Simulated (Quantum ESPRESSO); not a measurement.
CuO: zone-centre phonons under several settings

```
Cu O
1.0
     2.55255    0.00000    0.00000
     0.00000    2.55255    0.00000
     0.00000    0.00000    2.55255
Cu O
1 1
Direct
  0.00000 0.00000 0.00000
  0.50000 0.50000 0.50000
```

Measurements of this composition are mostly on another form, of space group No. 15.

All runs used Quantum ESPRESSO 7.5; potentials Ansatz NC SR PBE; k mesh 7 × 7 × 7; relaxed cell; no spin polarisation; cutoff 1252 eV; occupations cold, width 0.2 eV.

```tsv
level	volume (Å³/atom)	pressure (GPa)	lowest optical mode without the field (cm⁻¹)
PBE	9.10	0.7	136
WC	8.69	0.2	167
RPBE	9.39	1.3	117
revPBE	?	1.1	?
```

Question: What stands in the row left open?

Answer: Volume 9.31 Å³/atom; lowest optical mode without the field 122 cm⁻¹.

Caveats: the mesh is thin for the phonons of a metal; an odd number of electrons without spin polarisation forces a metal; a magnetic or distorted state may lie lower; the run has no spin polarisation, though such a crystal can be magnetic; the potentials were made for another functional, which shifts forces and pressure (some runs).

For the row left open. Caveat: the k mesh is coarse; the mesh is thin for the phonons of a metal; the potentials were made for another functional, which shifts forces and pressure; an odd number of electrons without spin polarisation forces a metal; a magnetic or distorted state may lie lower; the run has no spin polarisation, though such a crystal can be magnetic.
